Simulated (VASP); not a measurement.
Set up this calculation in VASP 6.6.1, as the native input.

* Task: relaxation of cell and atoms
* Functional: r2SCAN
* Potentials or basis: VASP PAW PBE potentials, release 64 (Ta_pv)
* Cutoff: 600 eV
* k mesh: 16 × 16 × 16
* Occupations: methfessel-paxton, width 0.1 eV
* Spin: no spin polarisation
* Target pressure: 50.2 GPa
* Further INCAR settings: ALGO = Normal; EDIFF = 1e-07; IBRION = 2; EDIFFG = -0.005; NSW = 90; ISIF = 3
* Target pressure: 50.2 GPa

The structure of Ta lies in POSCAR:

```
Ta                                      
1.0
   -1.5576280521      1.5576280521      1.5576280521
    1.5576280521     -1.5576280521      1.5576280521
    1.5576280521      1.5576280521     -1.5576280521
  Ta            
     1
Direct
     0.0000000000000000    0.0000000000000000    0.0000000000000000
```

These files were run (other wordings do the same):

INCAR

```
SYSTEM = Ta
PREC = Accurate
ENCUT = 600
EDIFF = 1E-7
ISMEAR = 1
SIGMA = 0.1
LREAL = .FALSE.
LASPH = .TRUE.
NELM = 80
ALGO = Normal
ISIF = 3
LWAVE = .FALSE.
LCHARG = .FALSE.
METAGGA = R2SCAN
LMIXTAU = .TRUE.
IBRION = 2
NSW = 90
EDIFFG = -0.005
PSTRESS = 502.0
```

KPOINTS

```
Automatic mesh
0
G
  16 16 16
  0 0 0
```

Potentials or basis: VASP PAW PBE potentials, release 64 (Ta_pv).

The run is started by

```bash
$ cat potpaw_PBE.64/Ta_pv/POTCAR > POTCAR
$ mpirun -np 1 vasp_std > vasp.out
```

Results of the run:

The pressure after relaxing is 50.2 GPa and the band gap on the k mesh is none (metal or under the smearing width).

Caveat: the relaxation stopped at its first step, so nothing moved; the cell is relaxed towards a set pressure, so the enthalpy falls and the energy may rise; the PAW data sets were made with another functional, which shifts forces and pressure a little.

Wall time 37 s on 1 thread of Intel(R) Xeon(R) 6975P-C (Granite Rapids), on a shared host, peak memory 0.16 GiB.
